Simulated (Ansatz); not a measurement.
An input for Ansatz 0.2.0 (SrTiO3 (I4/mcm)):

```yaml
crystal:
  lattice:
    - [-2.7555, 2.7555, 3.898]
    - [2.7555, -2.7555, 3.898]
    - [2.7555, 2.7555, -3.898]
  atoms:
    - { symbol: Sr, position: [0.75, 0.25, 0.5] }
    - { symbol: Sr, position: [0.25, 0.75, 0.5] }
    - { symbol: Ti, position: [0.0, 0.0, 0.0] }
    - { symbol: Ti, position: [0.5, 0.5, 0.0] }
    - { symbol: O, position: [0.25, 0.25, 0.0] }
    - { symbol: O, position: [0.75, 0.75, 0.0] }
    - { symbol: O, position: [0.7451, 0.2451, 0.9902] }
    - { symbol: O, position: [0.2451, 0.2549, 0.5] }
    - { symbol: O, position: [0.2549, 0.7549, 0.0098] }
    - { symbol: O, position: [0.7549, 0.7451, 0.5] }
kpoints:
  mp_grid: { grid: [6, 6, 6] }
  band_path:
    path:
      - [0.0, 0.0, 0.0]
      - [0.0, 0.0, 0.5]
      - [0.25, 0.25, 0.25]
      - [0.0, 0.5, 0.0]
      - [0.5, 0.5, -0.5]
      - [0.37492725, 0.62507275, -0.37492725]
      - [-0.37492725, 0.37492725, 0.37492725]
      - [-0.24985449, 0.24985449, 0.5]
    npoints: 1
hamiltonian:
  xc: r2scan
scf:
  occupations: { method: fixed }
  n_extra_bands: 14
magnetization:
  noncollinear: true
  spin_orbit: true
output:
  eigenvalues: true
  forces: true
  stress: true
```

```sh
ansatz run input.yaml --threads 3 --pin off --max-ram 92160MiB --backend cuda --events-out ev --progress --plain --runs-dir out --devices 1 --max-vram 13GiB
```

Question: How long will it take on 1 × NVIDIA H100 80GB HBM3 (shared by 6 runs) with 3 threads of AMD EPYC 7R13 (Zen 3), shared host, and how much memory?

It took 26 s; on shared hardware allow 13 s to 53 s. Peak host memory was 1.3 GiB. The sizes that set the cost: 2975 plane waves a state, 30 irreducible k points and 10 SCF cycles.

[Paths, hosts, dates, memory and timing lines, banners, echoed tables and standing remarks are left out of the program output.]

[Logs are printed without paths, hosts, clocks, repeated set-up lines and the standing remarks that a program may print on its own settings, such as how far it seeks lower states.]

[Runs of the session that timed out or met a known fault of the program may be left out.]

[Cells called generated may have been cut or substituted from an entry of the Crystallography Open Database or the Materials Project.]

[Hosts, paths, dates, database ids (printed as entryN), source tags and the programs' standing remarks are cut or masked in the printed files.]
